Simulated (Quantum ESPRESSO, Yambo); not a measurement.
# BeTe (F-43m): G0W0 in Yambo against the bands

Aim: move the bands of a G0W0 run on BeTe (F-43m) over a wide range.

Calculated with Yambo 5.3.0; PBE and many-body steps on it, plane waves.

Report form: the programs' logs are mostly left out.

**1. The structure**

The structure is cubic, space group F-43m (No. 216). The conventional cell has a = 5.663 Å, b = 5.663 Å, c = 5.663 Å, α = 90.00°, β = 90.00°, γ = 90.00°. Nearest to Be lie 4 Te at 2.45 Å. Nearest to Te lie 4 Be at 2.45 Å. Farther neighbours and most contacts between anions are not listed.

As a file:

```xyz
2
Lattice="0.0000 2.8315 2.8315 2.8315 0.0000 2.8315 2.8315 2.8315 0.0000" Properties=species:S:1:pos:R:3 pbc="T T T"
Be    0.0000    0.0000    0.0000
Te    4.2472    4.2472    4.2472
```

The cell and positions are those that the Materials Project relaxed with its own functionals (PBE, PBE+U or r2SCAN), kept fixed. Spin-orbit coupling is left out unless a step names it.

**2. 45 bands**

This step: Yambo 5.3.0; G0W0 on PBE, plane waves, norm-conserving pseudopotentials.

G0W0 replaces the xc potential by the self-energy, built once from these orbitals. Only a window of levels is corrected, while the sums run over the empty bands that the input names.

The input, gw1.in:

```
HF_and_locXC
gw0
dyson
ppa
em1d
rim_cut
RandQpts= 1000000
RandGvec= 1 RL
EXXRLvcs= 88 Ry
VXCRLvcs= 352 Ry
Chimod= "HARTREE"
% BndsRnXp
 1 | 45 |
%
NGsBlkXp= 15.5 Ry
% LongDrXp
 1 | 1 | 1 |
%
% GbndRnge
 1 | 45 |
%
DysSolver= "n"
ExtendOut
PPAPntXp= 27.21138 eV
% QPkrange
 1 | 1 | 13 | 16 |
 7 | 7 | 13 | 16 |
%
```

Started as:

```
OMP_NUM_THREADS=1 mpirun -n 4 yambo -F gw1.in -J gw1 -C gw1 > gw1.log
```

Run time: 43 s. Hardware: 4 MPI ranks of Arm Neoverse V2, shared host; peak memory 1.6 GiB.

Numbers from this step:

```yaml
g0w0_gap_on_the_points_computed: 2.636 eV
starting_gap_on_the_mesh: 2.027 eV
k_of_the_valence_top: 0, 0, 0
k_of_the_conduction_bottom: 0, -0.5, -0.5
least_direct_g0w0_gap_on_the_computed_points: 4.606 eV
z_at_the_valence_top: 0.8079
z_at_the_conduction_bottom: 0.8194
```

The gap on the mesh goes from 2.03 eV to 2.64 eV, a correction of +0.61 eV.

**3. 80 bands**

gw2.in, as its differences from gw1.in of step 2:

```diff
@@ -12,3 +12,3 @@
 % BndsRnXp
- 1 | 45 |
+ 1 | 80 |
 %
@@ -19,3 +19,3 @@
 % GbndRnge
- 1 | 45 |
+ 1 | 80 |
 %
```

Started as:

```
OMP_NUM_THREADS=1 mpirun -n 4 yambo -F gw2.in -J gw2 -C gw2 > gw2.log
```

Elapsed: 75 s, on 4 MPI ranks; peak memory 1.6 GiB; 4.9 min of CPU time.

Numbers from this step:

```
G0W0 gap on the points computed              : 2.732 eV
starting gap on the mesh                     : 2.027 eV
k of the valence top                         : 0, 0, 0
k of the conduction bottom                   : 0, -0.5, -0.5
least direct G0W0 gap on the computed points : 4.636 eV
Z at the valence top                         : 0.8063
Z at the conduction bottom                   : 0.8179
```

Against the run before, the gap moves by +0.096 eV.

**4. 149 bands**

gw3.in, as its differences from gw2.in of step 3:

```diff
@@ -12,3 +12,3 @@
 % BndsRnXp
- 1 | 80 |
+ 1 | 149 |
 %
@@ -19,3 +19,3 @@
 % GbndRnge
- 1 | 80 |
+ 1 | 149 |
 %
```

Started as:

```
OMP_NUM_THREADS=1 mpirun -n 4 yambo -F gw3.in -J gw3 -C gw3 > gw3.log
```

Wall time 2.3 min (4 MPI ranks); peak memory 1.7 GiB; 9.3 min of CPU time.

This step gave:

```
G0W0 gap on the points computed              : 2.844 eV
starting gap on the mesh                     : 2.027 eV
k of the valence top                         : 0, 0, 0
k of the conduction bottom                   : 0, -0.5, -0.5
least direct G0W0 gap on the computed points : 4.709 eV
```

Against the run before, the gap moves by +0.112 eV.

**5. 262 bands**

gw4.in, as its differences from gw3.in of step 4:

```diff
@@ -12,3 +12,3 @@
 % BndsRnXp
- 1 | 149 |
+ 1 | 262 |
 %
@@ -19,3 +19,3 @@
 % GbndRnge
- 1 | 149 |
+ 1 | 262 |
 %
```

Started as:

```
OMP_NUM_THREADS=1 mpirun -n 4 yambo -F gw4.in -J gw4 -C gw4 > gw4.log
```

Elapsed: 4.1 min, on 4 MPI ranks; peak memory 2.2 GiB.

This step gave:

```
G0W0 gap on the points computed              : 2.907 eV
starting gap on the mesh                     : 2.027 eV
k of the valence top                         : 0, 0, 0
k of the conduction bottom                   : 0, -0.5, -0.5
least direct G0W0 gap on the computed points : 4.757 eV
```

Against the run before, the gap moves by +0.063 eV.

**6. 397 bands**

gw5.in, as its differences from gw4.in of step 5:

```diff
@@ -12,3 +12,3 @@
 % BndsRnXp
- 1 | 262 |
+ 1 | 397 |
 %
@@ -19,3 +19,3 @@
 % GbndRnge
- 1 | 262 |
+ 1 | 397 |
 %
```

Started as:

```
OMP_NUM_THREADS=1 mpirun -n 4 yambo -F gw5.in -J gw5 -C gw5 > gw5.log
```

Elapsed: 6.3 min, on 4 MPI ranks; peak memory 2.7 GiB.

Numbers from this step:

| Quantity | Value |
| --- | --- |
| G0W0 gap on the points computed | 2.930 eV |
| starting gap on the mesh | 2.027 eV |
| k of the valence top | 0, 0, 0 |
| k of the conduction bottom | 0, -0.5, -0.5 |
| least direct G0W0 gap on the computed points | 4.775 eV |

Against the run before, the gap moves by +0.024 eV.

**7. 549 bands**

gw6.in, as its differences from gw5.in of step 6:

```diff
@@ -12,3 +12,3 @@
 % BndsRnXp
- 1 | 397 |
+ 1 | 549 |
 %
@@ -19,3 +19,3 @@
 % GbndRnge
- 1 | 397 |
+ 1 | 549 |
 %
```

Started as:

```
OMP_NUM_THREADS=1 mpirun -n 4 yambo -F gw6.in -J gw6 -C gw6 > gw6.log
```

It took 8.5 min on 4 MPI ranks; peak memory 3.3 GiB.

Numbers from this step:

```yaml
g0w0_gap_on_the_points_computed: 2.941 eV
starting_gap_on_the_mesh: 2.027 eV
k_of_the_valence_top: 0, 0, 0
k_of_the_conduction_bottom: 0, -0.5, -0.5
least_direct_g0w0_gap_on_the_computed_points: 4.783 eV
```

Against the run before, the gap moves by +0.010 eV.

**8. Side by side**

Times are wall times on 4 MPI ranks of Arm Neoverse V2, shared host, good to a factor of about two.

| run | mesh | bands | screening cutoff (eV) | DFT gap (eV) | gap on the mesh (eV) | direct (eV) | time |
| --- | --- | --- | --- | --- | --- | --- | --- |
| 45 bands | 4×4×4 | 45 | 210.9 | 2.027 | 2.636 | 4.606 | 43 s |
| 80 bands | 4×4×4 | 80 | 210.9 | 2.027 | 2.732 | 4.636 | 75 s |
| 149 bands | 4×4×4 | 149 | 210.9 | 2.027 | 2.844 | 4.709 | 2.3 min |
| 262 bands | 4×4×4 | 262 | 210.9 | 2.027 | 2.907 | 4.757 | 4.1 min |
| 397 bands | 4×4×4 | 397 | 210.9 | 2.027 | 2.930 | 4.775 | 6.3 min |
| 549 bands | 4×4×4 | 549 | 210.9 | 2.027 | 2.941 | 4.783 | 8.5 min |

**9. Outcome**

```yaml
45_bands: 2.636 eV
80_bands: 2.732 eV
149_bands: 2.844 eV
262_bands: 2.907 eV
397_bands: 2.930 eV
549_bands: 2.941 eV
known_limits: not at the basis limit; no spin-orbit coupling; coarse k mesh
```

In words: The setting moved: bands. From 45 bands to 549 bands the gap moves by +0.30 eV, for 12 times the time. The last step still moves it by +0.010 eV. Bands and screening cutoff are coupled, so a series along one setting does not show full convergence. Bands and cutoff are finite, so the gap is not at the basis limit. The miss can reach some tenths of an eV and take either sign; the mesh is an error of its own. In the G0W0 runs levels were corrected at 2 k points alone, so a gap called «on the mesh» is the least over those, and an edge elsewhere would be missed. The 4×4×4 mesh is coarse for this cell, which bears on the long-range parts of exchange and screening. The many-body steps are scalar-relativistic: spin-orbit coupling is not in them.

[Paths, hosts, dates, memory and timing lines, banners, echoed tables and standing remarks are left out of the program output.]

[Logs are printed without paths, hosts, clocks, repeated set-up lines and the standing remarks that a program may print on its own settings, such as how far it seeks lower states.]

[Runs of the session that timed out or met a known fault of the program may be left out.]

[Hosts, paths, dates, database ids (printed as entryN), source tags and the programs' standing remarks are cut or masked in the printed files.]
